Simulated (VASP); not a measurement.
## MnO under changes of volume

One of the cells (9.199 Å³/atom); the others are scaled copies at fixed shape and fractional positions:

```xyz
2
Lattice="0.0000 2.0953 2.0953 2.0953 0.0000 2.0953 2.0953 2.0953 0.0000" Properties=species:S:1:pos:R:3 pbc="T T T"
Mn    0.0000    0.0000    0.0000
O     2.0953    2.0953    2.0953
```

The cell is a database's computed one.

- Program: VASP 6.6.1
- Functional: LDA
- Potentials or basis: VASP PAW LDA potentials, release 64 (Mn_pv, O)
- Cutoff: 520 eV
- k mesh: 8 × 8 × 8
- Occupations: fermi-dirac, width 0.05 eV
- Spin: collinear spin, ferromagnetic start
- Starting moments: [4.0, 0.0] μB

```csv
volume (Å³/atom),energy over the lowest point (meV/atom),pressure (GPa),moment (μB per cell)
8.831,9.63,8.3,3.67
9.015,2.26,3.9,3.74
9.199,0.00,0.2,3.80
9.383,1.21,-2.8,3.88
9.567,?,?,?
```

Problem. What does the run at 9.567 Å³/atom give?

Solution. Energy over the lowest point 5.79 meV/atom; pressure -5.7 GPa; moment 3.95 μB per cell.

Worked out: A Birch-Murnaghan fit of order 2 (a polynomial in V^(-2/3)) to the other rows has its minimum at 9.22 Å³/atom with B0 = V·E''(V) = 176 GPa. It gives 6.43 meV/atom at 9.567 Å³/atom, against the run's 5.79, and -dE/dV = -6.0 GPa, against -5.7. A straight line through the other rows of the moment, of slope 0.375 μB per Å³/atom, extrapolates to 3.95 μB, against the run's 3.95.

Energies are extrapolated to zero smearing.

Caveats: a cell with one magnetic atom can't hold antiferromagnetic order, which such compounds often take.
